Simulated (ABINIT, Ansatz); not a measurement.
Given: the input of a run of Ansatz 0.2.0 on Al. The given cell was strained at random by a few per cent at fixed volume. This isn't the form of Al at room conditions, which is fcc.

The input input.yaml:

```yaml
crystal:
  lattice:
    - [2.723135, 0.022662, 0.021993]
    - [0.022662, 2.756882, 0.047829]
    - [0.021993, 0.047829, 2.686914]
  atoms:
    - { symbol: Al, position: [0.010173, -0.020131, 0.003533] }
hamiltonian:
  xc: pbe
  pseudopotentials: { kind: paw }
kpoints:
  mp_grid: { grid: [10, 10, 10] }
scf:
  occupations: { method: fermi_dirac, width: 0.05 }
output:
  forces: true
  stress: true
  eigenvalues: true
  write_density: true
  write_potential: true
  elf: true
  volumetric_format: npy
```

Potentials or basis: Ansatz PAW.

The run is started by

```bash
$ ansatz run input.yaml --threads 1 --pin off --max-ram 3584MiB --backend cpu --events-out ev --progress --plain --runs-dir out
```

Task: Set up the same calculation for ABINIT 10.8.3 (patched build). Potentials or basis there: JTH PAW PBE v2.0, cutoff 408 eV.

Result: As run (cutoffs and basis follow the program's own potentials, and thresholds, step limits or extra output files can differ):

run.abi

```
# Pseudopotentials
pp_dirpath "./"
pseudos "Al.GGA_PBE-JTH.xml"

# Structure
acell 2.7233181023 2.7573899872 2.6874296546 Angstrom
rprim
     0.9999327650     0.0083214664     0.0080758102
     0.0082186416     0.9998157725     0.0173457510
     0.0081836561     0.0177973031     0.9998081235
ntypat 1
znucl 13
natom 1
typat 1
xcart
     0.0273239449    -0.0550992712     0.0087537564 Angstrom
chkprim 0
chksymtnons 0
tolsym 1.0e-6

# Plane-wave basis
ecut 408.170794 eV
pawecutdg 30.0
pawxcdev 0

# k points
kptopt 1
ngkpt 10 10 10
nshiftk 1
shiftk 0.0 0.0 0.0

# Exchange and correlation
ixc 11

# Bands and occupations
nband 6
occopt 3
tsmear 0.00183747

# SCF cycle
nstep 100
tolvrs 1.0e-9

# Output
iomode 3
prtwf 0
prtden 0
prteig 0
prtebands 0
```

Potentials or basis: JTH PAW PBE v2.0.

The run is started by

```bash
$ abinit run.abi > log 2>&1
```

Both were run:

|  | Ansatz | ABINIT |
| --- | --- | --- |
| Pressure | 0.2 GPa | 0.2 GPa |
| Energy over the undisturbed cell | -1.5 meV/atom | -1.5 meV/atom |

Ansatz's pressure holds a Pulay term of +0.05 GPa for its cutoff of 420 eV, which the other run lacks.

Where Ansatz's input types no cutoff or centring, it takes its own default and a Γ-centred mesh.

The undisturbed cell isn't at this level's minimum, so the move can lower the energy.

Pressure is positive in compression.
